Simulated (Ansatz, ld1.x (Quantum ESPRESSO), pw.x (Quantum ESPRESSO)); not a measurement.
**osmium (Os) (fcc): variants of one TM potential in the solid**

```
Element                 : osmium (Os)
Generator               : ld1.x (Quantum ESPRESSO) 7.5
Type                    : norm-conserving Troullier–Martins (Kleinman–Bylander form)
Functional              : PBE
Relativity              : scalar-relativistic
Frozen core             : [Xe] 4f14
Valence charge          : 8
Reference configuration : 5d6 6s1.75 6p0 (charge +0.25)
Partial waves           : 6p (bound, empty): rc 2.45 bohr; 5d (bound): rc 1.50 bohr; 5f channel at 0.45 Ry: rc 2.05 bohr; 6s (bound): rc 2.45 bohr
Local potential         : the s channel
Core correction         : a·sin(br)/r model core inside 1.20 bohr
```

Crystal test: fcc Os in pw.x 7.5, no spin, 15³ k-points, Fermi–Dirac smearing 0.01 Ry, cutoffs set for each file from its atomic test. The reference is all-electron LAPW (Ansatz 0.2.0) with the same functional, mesh and smearing; V0 and B0 come from Birch–Murnaghan fits to the pressures at five volumes. Errors are pseudo minus all-electron; Δ is the rms difference of the E(V) curves that follow from these fits, minima aligned, over ±6 % about the mean V0. Mesh and smearing are coarse, so the numbers serve the comparison and aren't converged zero-temperature values; the lattice is a test structure that the element need not adopt.

All-electron: a0 = 3.856 Å (V0 = 14.34 Å³/atom), B0 = 387.2 GPa.

1 further variants are left out: they gave no file fit for a test, a broken result, the same result as the base, or pressures whose basis-set error rivals the error shown.

A dash in a converged row means that the minimum lies outside the volumes sampled.

| change | cutoffs (Ry) | pw.x | a0 (Å) | a0 error (%) | B0 error (%) | Δ (meV/atom) | mean pressure error (GPa) |
| --- | --- | --- | --- | --- | --- | --- | --- |
| base | 85/340 | converged | 3.865 | +0.22 | -0.5 | 7.9 | +2.59 |
| wave 6p (bound): rc 2.45 bohr becomes 6p (bound): rc 2.06 bohr | 85/340 | converged; bound ghost | – | – | – | – | +76.58 |
| wave 6p (bound): rc 2.45 bohr becomes 6p (bound): rc 3.10 bohr | 85/340 | converged | 3.861 | +0.12 | -1.5 | 4.3 | +1.39 |
| wave 6p (bound): rc 2.45 bohr becomes 6p (bound): rc 3.70 bohr | 85/340 | converged | 3.870 | +0.37 | -1.6 | 13.3 | +4.33 |

**Question.** Give the row for: wave 6p (bound): rc 2.45 bohr becomes 6p (bound): rc 2.56 bohr.

**Answer.** pw.x: converged; mean pressure error (GPa): +2.21; a0 (Å): 3.864; a0 error (%): +0.19; B0 error (%): -0.9; Δ (meV/atom): 6.8.
